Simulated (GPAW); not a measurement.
# Input and output of a self-consistent single point for LiI (Fm-3m, 2 atoms in the cell) (GPAW)

Method of the run: PBE, GPAW PAW datasets PBE (gpaw-data 1.0.1) (plane waves; GPAW).

Input:

```python
from ase import Atoms
from ase.units import GPa
from gpaw import GPAW, PW, FermiDirac

atoms = Atoms(['Li', 'I'],
              cell=[[0.000000, 3.025050, 3.025050],
                    [3.025050, 0.000000, 3.025050],
                    [3.025050, 3.025050, 0.000000]],
              positions=[[0.000000, 0.000000, 0.000000],
                         [3.025050, 3.025050, 3.025050]],
              pbc=True)

calc = GPAW(mode=PW(550),
            xc='PBE',
            kpts=(7, 7, 7),
            occupations=FermiDirac(0.05),
            nbands=-4,
            convergence={'bands': -2},
            symmetry={'symmorphic': False, 'tolerance': 0.0005},
            maxiter=100,
            txt='-')

atoms.calc = calc

energy = atoms.get_potential_energy()
print('Energy (eV):', round(energy, 6))
forces = atoms.get_forces()
print('Forces (eV/Ang):')
print(forces.round(5))
stress = atoms.get_stress()
print('Stress (GPa, Voigt):', (stress / GPa).round(4))
```

Output (repeated stretches shortened):

```
Input parameters:
  convergence: {bands: -2}
  kpts: [7 7 7]
  maxiter: 100
  mode: {ecut: 550.0,
         name: pw}
  nbands: -4
  occupations: {fixmagmom: False,
                name: fermi-dirac,
                width: 0.05}
  symmetry: {symmorphic: False,
             tolerance: 0.0005}
  xc: PBE

species:
  Li:
    name: Lithium
    Z: 3.0
    valence: 1
    core: 2
    charge: 0.0
    file: Li.PBE.gz

    # Using partial waves for Li as LCAO basis

  I:
    name: Iodine
    Z: 53.0
    valence: 7
    core: 46
    charge: 0.0
    file: I.PBE.gz

    # Using partial waves for I as LCAO basis

Reference energy: -193743.583487  # eV

Spin-paired calculation

Convergence criteria:
 Maximum [total energy] change in last 3 cyles: 0.0005 eV / valence electron
 Maximum integral of absolute [dens]ity change: 0.0001 electrons / valence electron
 Maximum integral of absolute [eigenst]ate change: 4e-08 eV^2 / valence electron
 Maximum number of scf [iter]ations: 100

Symmetries present (total): 48
Symmetries with fractional translations: 0
343 k-points: 7 x 7 x 7 Monkhorst-Pack grid
20 k-points in the irreducible part of the Brillouin zone
       k-points in crystal coordinates                weights
   0:     0.00000000    0.00000000    0.00000000          1/343
   1:     0.14285714    0.14285714    0.00000000          6/343
   2:     0.14285714    0.14285714    0.14285714          8/343
   [... 7 lines left out ...]
          ...
  19:     0.42857143    0.42857143    0.42857143          8/343

Wave functions: Plane wave expansion
  Cutoff energy: 550.000 eV
  Number of coefficients (min, max): 1607, 1639
  Pulay-stress correction: 0.000000 eV/Ang^3 (de/decut=0.000000)

Occupation numbers: Fermi-Dirac:
  width: 0.0500  # eV

Eigensolver

Densities:
  Coarse grid: 24*24*24 grid
  Fine grid: 48*48*48 grid
  Total Charge: 0.000000

Density mixing:
  Method: separate
  Backend: pulay
  Linear mixing parameter: 0.05
  old densities: 5
  Damping of long wavelength oscillations: 50

Hamiltonian:
  XC and Coulomb potentials evaluated on a 48*48*48 grid
  External potential:
    NoExternalPotential

XC parameters: PBE with 2 nearest neighbor stencil

Number of atoms: 2
Number of atomic orbitals: 8
Number of bands in calculation: 8
Number of valence electrons: 8
Bands to converge: 6

Density initialized from atomic densities
  8 bands from LCAO basis set

Atomic positions and initial magnetic moments

Positions:
   0 Li     0.000000    0.000000    0.000000    ( 0.0000,  0.0000,  0.0000)
   1 I      3.025050    3.025050    3.025050    ( 0.0000,  0.0000,  0.0000)

Unit cell:
           periodic     x           y           z      points  spacing
  1. axis:    yes    0.000000    3.025050    3.025050    24     0.1455
  2. axis:    yes    3.025050    0.000000    3.025050    24     0.1455
  3. axis:    yes    3.025050    3.025050    0.000000    24     0.1455

  Lengths:   4.278067   4.278067   4.278067
  Angles:   60.000000  60.000000  60.000000

Effective grid spacing dv^(1/3) = 0.1588

     iter     time        total  log10-change:
                         energy   eigst   dens
iter:   1 --:--:--    -5.786873   +0.06
iter:   2 --:--:--    -5.788853   -0.55  -1.36
iter:   3 --:--:--    -5.803734   -1.44  -1.38
iter:   4 --:--:--    -5.803697   -2.28  -2.24
iter:   5 --:--:--    -5.803693c  -2.93  -2.56
iter:   6 --:--:--    -5.803584c  -3.53  -2.44
iter:   7 --:--:--    -5.803589c  -4.26  -3.35
iter:   8 --:--:--    -5.803580c  -4.82  -3.26
iter:   9 --:--:--    -5.803577c  -5.45  -3.38
iter:  10 --:--:--    -5.803577c  -6.10  -3.99
iter:  11 --:--:--    -5.803576c  -6.57  -4.03c
iter:  12 --:--:--    -5.803576c  -7.16  -4.52c
iter:  13 --:--:--    -5.803576c  -7.75c -4.93c

Converged after 13 iterations.

Dipole moment: (-0.000000, -0.000000, 0.000000) |e|*Ang

Energy contributions relative to reference atoms: (reference = -193743.583487)

Kinetic:         +7.970204
Potential:       -8.271337
External:        +0.000000
XC:              -5.486992
Entropy (-ST):   +0.000000
Local:           -0.015451
SIC:             +0.000000
--------------------------
Free energy:     -5.803576
Extrapolated:    -5.803576

Showing only first 2 kpts
 Kpt  Band  Eigenvalues  Occupancy
  0     2      1.76757    2.00000
  0     3      1.76757    2.00000
  0     4      5.96712    0.00000
  0     5     11.40943    0.00000

  1     2      1.50818    2.00000
  1     3      1.50818    2.00000
  1     4      6.94590    0.00000
  1     5      9.06261    0.00000

Fermi level: 3.73907

Gap: 4.200 eV
Transition (v -> c):
  (s=0, k=0, n=3, [0.00, 0.00, 0.00]) -> (s=0, k=0, n=4, [0.00, 0.00, 0.00])
No difference between direct/indirect transitions
Energy (eV): -5.803576

Forces in eV/Ang:
  0 Li    0.00000   -0.00000   -0.00000
  1 I    -0.00000   -0.00000    0.00000

Stress tensor:
     0.001727     0.000000     0.000000
     0.000000     0.001727    -0.000000
     0.000000    -0.000000     0.001727
Stress (GPa, Voigt): [ 0.2766  0.2766  0.2766 -0.      0.      0.    ]
```

The run converged in 13 iterations. GPAW prints stress with tension positive.

The starting cell has typed, rounded lattice constants, without a prior relaxation at this level. Its lattice was rescaled by up to half a per cent. Spin-orbit coupling is off.
